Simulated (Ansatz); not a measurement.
# Na (omega type): the cost of one run

Method: DFT PBE, with the methods named in each step, in Ansatz 0.2.0.

## 1. The system as given

The structure is hexagonal, space group P6/mmm (No. 191). Conventional cell: a = 6.016 Å, b = 6.016 Å, c = 3.570 Å, α = 90.00°, β = 90.00°, γ = 120.00°. Na (site symmetry 6/mmm) has 14 Na at 3.57 to 3.91 Å as nearest neighbours. Around Na (site symmetry -6m2) lie 11 Na at 3.47 to 3.91 Å.

As a file:

```xyz
3
Lattice="6.0160 0.0000 0.0000 -3.0080 5.2100 0.0000 0.0000 0.0000 3.5705" Properties=species:S:1:pos:R:3 pbc="T T T"
Na    0.0000    0.0000    0.0000
Na    0.0000    3.4734    1.7852
Na    3.0080    1.7367    1.7852
```

Whether this phase is the stable one at these pressures isn't tested.

Atoms are numbered in the order of the input: Na1, Na2, Na3.

## 2. The reference volume, LAPW

File input.yaml:

```yaml
crystal:
  lattice:
    - [6.0160436009, 0.0, 0.0]
    - [-3.0080218004, 5.2100465886, 0.0]
    - [0.0, 0.0, 3.570485479]
  atoms:
    - { symbol: Na, position: [0.0, 0.0, 0.0] }
    - { symbol: Na, position: [0.3333333333, 0.6666666667, 0.5] }
    - { symbol: Na, position: [0.6666666667, 0.3333333333, 0.5] }
kpoints:
  mp_grid: { grid: [6, 6, 8] }
  band_path:
    path:
      - [0.0, 0.0, 0.0]
      - [0.5, 0.0, 0.0]
      - [0.3333333333, 0.3333333333, 0.0]
      - [0.0, 0.0, 0.0]
      - [0.0, 0.0, 0.5]
      - [0.5, 0.0, 0.5]
      - [0.3333333333, 0.3333333333, 0.5]
      - [0.0, 0.0, 0.5]
      - [0.5, 0.0, 0.5]
    npoints: 14
scf:
  occupations: { method: fermi_dirac, width: 0.08 }
hamiltonian:
  xc: pbe
  pseudopotentials: { kind: all_electron, lapw: { basis_error: 0.001 } }
output:
  forces: true
  stress: true
  eigenvalues: true
  populations: true
  dos: { projected: true, de: 0.2, e_range: [-14, 8] }
```

Launch:

```sh
ansatz run input.yaml --threads 1 --pin off --max-ram 3072MiB --backend cpu --events-out ev --progress --plain --runs-dir out
```

What time and memory should one allow on 1 thread of Intel Xeon 6975P-C (Granite Rapids), shared host?

About 6.1 s, with a peak of 0.31 GiB.
